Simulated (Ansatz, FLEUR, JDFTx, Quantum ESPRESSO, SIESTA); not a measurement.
**SiC: programs and potentials compared**

```
CELL_PARAMETERS angstrom
3.07600 0.00000 0.00000
-1.53800 2.66389 0.00000
0.00000 0.00000 5.04800
ATOMIC_POSITIONS crystal
Si 0.66667 0.33333 0.50000
Si 0.33333 0.66667 0.00000
C 0.66667 0.33333 0.88500
C 0.33333 0.66667 0.38500
```

Alike in all runs: task band structure; functional PBE; k mesh 10 × 10 × 5; occupations fermi-dirac, width 0.05 eV; no spin polarisation; no spin-orbit coupling. Pressure is positive in compression and, in plane waves, holds the error of the finite cutoff, which Ansatz's Pulay term estimates and takes out. Gaps are the smaller of the mesh's and the band path's.

| program and potentials | plane-wave cutoff (eV) | notes | band gap (eV) | pressure (GPa) | largest force (eV/Å) |
| --- | --- | --- | --- | --- | --- |
| Ansatz, Ansatz PAW polarizable | 420 | Pulay term of +0.29 GPa included | 2.32 | 3.70 | 0.753 |
| Ansatz, Ansatz PAW | 420 | Pulay term of +0.29 GPa included | 2.32 | 3.70 | 0.753 |
| SIESTA, files PseudoDojo sr-pbe-0.4.1-standard, DZP (energy shift 0.002 Ry) | - | atomic basis | 2.29 | 7.01 | 0.844 |
| FLEUR, all-electron, FLAPW | - | - | 2.32 | - | - |
| JDFTx, PseudoDojo-SR-PBE-0.5-standard with smoothed tails | 1116 | - | 2.33 | - | - |
| JDFTx, PseudoDojo-SR-PBE-0.5-standard | 1116 | - | 2.33 | - | - |
| Ansatz, SPMS NC | 1034 | Pulay term of +0.25 GPa included | 2.33 | 3.77 | 0.760 |
| Ansatz, JTH PAW | 780 | Pulay term of +0.07 GPa included | 2.33 | 3.14 | 0.748 |
| SIESTA, files PseudoDojo sr-pbe-0.4.1-standard, TZP (energy shift 0.002 Ry) | - | atomic basis | 2.32 | 6.34 | 0.812 |
| Ansatz, Ansatz PAW (files of its older set among them) | 820 | - | 2.32 | 3.69 | 0.752 |
| Ansatz, PseudoDojo stringent (PBE files) | 1116 | Pulay term of +0.07 GPa included | 2.33 | 3.74 | 0.760 |
| Quantum ESPRESSO, PseudoDojo 0.4.1 SR PBE standard | 1116 | - | ? | ? | ? |

Q: Estimate from the other rows what the run with Quantum ESPRESSO, PseudoDojo 0.4.1 SR PBE standard gave.

A: Band gap 2.33 eV; pressure 3.66 GPa; largest force 0.760 eV/Å. The other rows, which needn't bracket it: band gap 2.29 to 2.33; pressure 3.14 to 7.01; largest force 0.748 to 0.844.
